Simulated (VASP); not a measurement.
Crystal: PtSe2.

```xyz
3
Lattice="3.7240 0.0000 0.0000 -1.8620 3.2251 0.0000 0.0000 0.0000 5.0620" Properties=species:S:1:pos:R:3 pbc="T T T"
Pt    0.0000    0.0000    0.0000
Se    0.0000    2.1501    1.2655
Se    1.8620    1.0750    3.7965
```

* Program: VASP 6.6.1
* Task: relaxation of cell and atoms
* Functional: PBE
* Potentials or basis: VASP PAW PBE potentials, release 64 (Pt, Se)
* Cutoff: 520 eV
* k mesh: 8 × 8 × 5
* Occupations: gaussian, width 0.1 eV
* Spin: no spin polarisation

At the start: pressure 7.3 GPa; volume 20.27 Å³/atom.

Question: How do energy, volume and symmetry change on relaxing?

Answer: Over 23 steps the energy falls by 37.0 meV/atom and the volume is 25.73 Å³/atom (+27.0 %); space group P-3m1 (No. 164, to 0.05 Å).

Step by step:
```
step  energy change (eV)  largest force (eV/Å)  pressure (GPa)  volume (Å³)
   1              0.0000                0.5979            7.30        60.80
   2              0.0986                0.9575           -8.16        69.29
   3             -0.0736                0.1119           -0.04        63.94
   4             -0.0736                0.0974            0.14        63.86
   5             -0.0748                0.0891            0.12        64.03
   6             -0.0780                0.0652            0.09        64.52
   7             -0.0832                0.0132            0.09        65.51
   8             -0.0889                0.1084            0.23        67.50
   9             -0.0807                0.4224            1.10        71.48
  10             -0.0881                0.2340            0.61        68.83
  11             -0.0888                0.2254            0.55        68.97
  12             -0.0906                0.2007            0.35        69.40
  13             -0.0936                0.1522           -0.02        70.27
  14             -0.0972                0.0617           -0.69        71.99
  15             -0.0969                0.0962           -1.75        75.46
  16             -0.0981                0.0072           -1.19        73.63
  17             -0.1011                0.0071           -1.04        74.06
  18             -0.1078                0.0035           -0.57        75.32
  19             -0.1097                0.0617            0.54        77.74
  20             -0.1108                0.0437            0.15        76.89
  21             -0.1109                0.0208            0.05        77.07
  22             -0.1109                0.0004           -0.05        77.24
  23             -0.1109                0.0049           -0.03        77.20
```

Final structure:
```xyz
3
Lattice="3.7541 0.0000 0.0000 -1.8771 3.2512 0.0000 0.0000 0.0000 6.3248" Properties=species:S:1:pos:R:3 pbc="T T T"
Pt    0.0000    0.0000    0.0000
Se    0.0000    2.1675    1.3045
Se    1.8771    1.0837    5.0203
```

Caveat: the volume moved by over 15 % at a fixed basis, so the end points are rough; this functional lacks dispersion, which binds the layers, so the pressure and a relaxed spacing across them are unreliable, and here the layers came unbound; the volume moved by +27 % from the deposited cell, more than functionals usually miss.
